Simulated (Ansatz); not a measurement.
Here is an Ansatz 0.2.0 calculation.

input

```
crystal:
  lattice:
    - [3.798, 0.0, 0.0]
    - [-1.899, 3.2891644836, 0.0]
    - [0.0, 0.0, 6.192]
  atoms:
    - { symbol: Zr, position: [0.0, 0.0, 0.0] }
    - { symbol: Se, position: [0.6666666667, 0.3333333333, 0.75] }
    - { symbol: Se, position: [0.3333333333, 0.6666666667, 0.25] }
hamiltonian:
  xc: pbe0
  pseudopotentials: { kind: paw }
kpoints:
  mp_grid: { grid: [6, 6, 4] }
  band_path:
    path:
      - [[0.0, 0.0, 0.0], [0.5, 0.0, 0.0], [0.3333333333, 0.3333333333, 0.0], [0.0, 0.0, 0.0], [0.0, 0.0, 0.5], [0.5, 0.0, 0.5], [0.3333333333, 0.3333333333, 0.5], [0.0, 0.0, 0.5]]
      - [[0.5, 0.0, 0.5], [0.5, 0.0, 0.0]]
      - [[0.3333333333, 0.3333333333, 0.0], [0.3333333333, 0.3333333333, 0.5]]
    npoints: 4
scf:
  occupations: { method: fermi_dirac, width: 0.05 }
  n_extra_bands: 7
output:
  forces: true
  stress: true
  eigenvalues: true
  fatbands: false
```

Problem. Estimate the band gap on the k mesh.

Solution. 1.69 eV, indirect (least direct gap 2.46 eV).

Problem. What does it give for the largest force?

Solution. 0.054 eV/Å.

Stress tensor (GPa, compression positive):
```
0.41 0.00 0.00
0.00 0.41 0.00
0.00 0.00 1.62
```

Caveat: this functional lacks dispersion, which binds the layers, so the pressure and a relaxed spacing across them are unreliable; the PAW data sets come from PBE, with cores solved anew for the run's functional, which leaves a small shift of forces and pressure; the thresholds are loose for stress.

**The experiment to reproduce.**

From “Stress-Tuned Optical Transitions in Layered 1T-MX2 (M= Hf, Zr, Sn; X= S, Se) Crystals”, 2022, arxiv:2210.12074, for a bulk crystal of ZrSe2: band gap 1.2 eV (indirect).

Measured gap of ZrSe2: 1.2 eV (indirect; quoted in “Stress-Tuned Optical Transitions in Layered 1T-MX2 (M= Hf, Zr, Sn; X= S, Se) Crystals”, 2022, arxiv:2210.12074). This calculation gives 1.69 eV (+0.49 eV). Spin-orbit coupling on Se, Zr is left out. The value is that of PBE0, without temperature or zero-point motion.
